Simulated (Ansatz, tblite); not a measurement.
# ZrSe2 with GFN2-xTB from a Python script

These are simulated results from tblite 0.8.0, not measurements. The cell began as a measured structure and was relaxed with r2SCAN+rVV10 in plane waves (Ansatz 0.2.0). All runs are without spin polarisation.

It is trigonal, P-3m1 (No. 164); a = 3.789 Å, c = 6.181 Å in the conventional setting, 25.62 Å³ an atom. Zr has 6 Se at 2.69 Å; Se has 3 Zr at 2.69 Å.

tblite solves periodic systems at the zone centre alone, so the script builds a cluster of 3×3×2 conventional cells (54 atoms), which folds in a coarse mesh of k points.

run.py reads:

```python
import json
from ase import Atoms
from ase.build import make_supercell
from ase.units import Bohr, GPa, Hartree
from tblite.interface import Calculator

atoms = Atoms(['Zr', 'Se', 'Se'],
              cell=[[3.78938552, 0.0, 0.0], [-1.89469276, 3.28170413, 0.0], [0.0, 0.0, 6.1806783]],
              scaled_positions=[[0.0, 0.0, 0.0], [0.333333333, 0.666666667, 0.253745325], [0.666666667, 0.333333333, 0.746254675]],
              pbc=True)
cluster = make_supercell(atoms, [[3, 0, 0], [0, 3, 0], [0, 0, 2]])
calc = Calculator('GFN2-xTB', cluster.numbers, cluster.positions / Bohr, lattice=cluster.cell[:] / Bohr, periodic=cluster.pbc)
calc.set('temperature', 0.02 / Hartree)
calc.set('max-iter', 150)
res = calc.singlepoint()
levels = res.get('orbital-energies') * Hartree
nv = round(res.get('orbital-occupations').sum() / 2)
cells = len(cluster) // len(atoms)
out = {'energy_per_cell': res.get('energy') * Hartree / cells, 'homo': levels[nv - 1], 'lumo': levels[nv],
       'stress': (-res.get('virial') * Hartree / cluster.get_volume() / GPa).tolist(), 'charges': res.get('charges')[:len(atoms)].tolist(), 'electrons': 2 * nv / cells}
json.dump(out, open('results.json', 'w'))
for key, value in out.items():
    print(key, value)
```

Command: `python run.py`. It took 5.6 s on 1 thread of Intel(R) Xeon(R) 6975P-C (Granite Rapids), with other jobs on the host, peak memory 0.12 GiB.

What it printed:

```
------------------------------------------------------------
  cycle        total energy    energy error   density error
------------------------------------------------------------
      1     -143.8209462920  -1.4432760E+02   7.6814947E-01
      2     -146.0324542274  -2.2115079E+00   4.2280576E-01
      3     -146.0607749323  -2.8320705E-02   1.1727857E-01
      4     -146.1024019203  -4.1626988E-02   3.8186602E-02
      5     -146.1164101996  -1.4008279E-02   2.5214750E-02
      6     -146.1185774454  -2.1672458E-03   7.2926650E-03
      7     -146.1190330089  -4.5556344E-04   1.8275148E-03
      8     -146.1190471680  -1.4159110E-05   7.4042957E-04
      9     -146.1190561909  -9.0229233E-06   7.0337013E-04
     10     -146.1190604526  -4.2617288E-06   3.4609314E-04
     11     -146.1190610420  -5.8934992E-07   2.4854244E-04
     12     -146.1190613538  -3.1178746E-07   1.7102179E-04
     13     -146.1190614196  -6.5810354E-08   1.4959004E-04
     14     -146.1190615518  -1.3228183E-07   8.8338277E-05
     15     -146.1190615954  -4.3545811E-08   4.4112217E-05
     16     -146.1190616158  -2.0425006E-08   6.9806053E-06
------------------------------------------------------------

 total:                                   5.124 sec
energy_per_cell -220.89456617478857
homo -11.92813386410596
lumo -11.121910558753852
stress [[7.995847304985134, -0.00010821333171878088, -2.0318216293642913e-05], [-0.00010821333171881378, 7.995722543036878, -3.29359347966914e-05], [-2.031821629371719e-05, -3.293593479638405e-05, -6.287741031072326]]
charges [1.078312922672401, -0.5392699942547403, -0.5392547202222872]
electrons 16.0
```

The cycle table is in hartree for the whole cluster, and the lines after it are in eV (the energy for one cell). The printed stress is in GPa and positive in compression, and the pressure is its mean diagonal.

GFN2-xTB gives a gap of 0.81 eV. On the same cell, plane-wave PBE (Ansatz, 12×12×4 k points and the special points) gives a gap of 0.31 eV and r2SCAN a gap of 0.61 eV; on shared hosts these took about 4.7 and 9.2 core-seconds on the 3-atom cell, against 5.5 for the script. Semilocal gaps usually lie below measured ones. xTB was fitted to molecules, so gaps, charges and pressures of solids can be far off, and the gap also depends on the size of the cluster.

The same script was run on cells scaled at fixed shape and fractional coordinates:

```csv
volume (Å³/atom),energy (meV/atom),"pressure (GPa, positive in compression)",gap (eV)
22.55,154.6,14.42,0.75
24.08,51.1,7.64,0.79
25.62,0.0,3.23,0.81
27.16,-15.6,0.14,0.81
28.69,-6.2,-2.06,0.80
```

A Birch-Murnaghan fit puts the minimum at 27.25 Å³/atom, 6.4 % above the given cell, with a bulk modulus of 44.1 GPa at fixed shape.

xTB was fitted mostly to molecules, and a small cluster samples few k points, so gaps, pressures and kinks along a curve can be far from a solid's.

The runs are scalar-relativistic, without spin-orbit coupling.
